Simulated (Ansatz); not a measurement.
# C: the cost of one run

Computed with Ansatz 0.2.0 (DFT PBE, scalar-relativistic, plane waves, PAW, unless a step's input says otherwise).

3 further runs of the same task are left out: 3 set aside as unsound or not needed.

**1. The system as given**

Symmetry: Fd-3m, No. 227, cubic system. Conventional cell: a = 3.572 Å, b = 3.572 Å, c = 3.572 Å, α = 90.00°, β = 90.00°, γ = 90.00°. C (site symmetry -43m) is surrounded by 4 C at 1.55 Å.

Structure file:

```cif
data_structure
_symmetry_space_group_name_H-M 'P 1'
_symmetry_Int_Tables_number 1
_cell_length_a 2.5255
_cell_length_b 2.5255
_cell_length_c 2.5255
_cell_angle_alpha 60.000
_cell_angle_beta 60.000
_cell_angle_gamma 60.000
_cell_volume 11.39
loop_
_atom_site_label
_atom_site_type_symbol
_atom_site_fract_x
_atom_site_fract_y
_atom_site_fract_z
_atom_site_occupancy
C1 C 0.50000 0.50000 0.50000 1
C2 C 0.75000 0.75000 0.75000 1
```

This cell was relaxed beforehand with the same method: volume 5.70 Å³/atom, gap on the mesh 4.15 eV.

**2. Phonons at Γ, at rest**

Contents of input.yaml:

```yaml
crystal:
  lattice:
    - [0.0, 1.7857964162, 1.7857964162]
    - [1.7857964162, 0.0, 1.7857964162]
    - [1.7857964162, 1.7857964162, 0.0]
  atoms:
    - { symbol: C, position: [0.5, 0.5, 0.5] }
    - { symbol: C, position: [0.75, 0.75, 0.75] }
basis:
  ecutwfc: 420
kpoints:
  mp_grid: { grid: [12, 12, 12] }
hamiltonian:
  xc: pbe
scf:
  occupations: { method: fixed }
output:
  eigenvalues: true
phonons:
  method: dfpt
  dielectric: true
  rigid_motions: translations
  eigenvectors: true
```

Launch:

```sh
$ ansatz run input.yaml --threads 1 --pin off --max-ram 3072MiB --backend cpu --events-out ev --progress --plain --runs-dir out
```

What time and memory should one allow on 1 thread of Intel Xeon 6975P-C (Granite Rapids), shared host?

About 12 s, with a peak of 0.53 GiB.
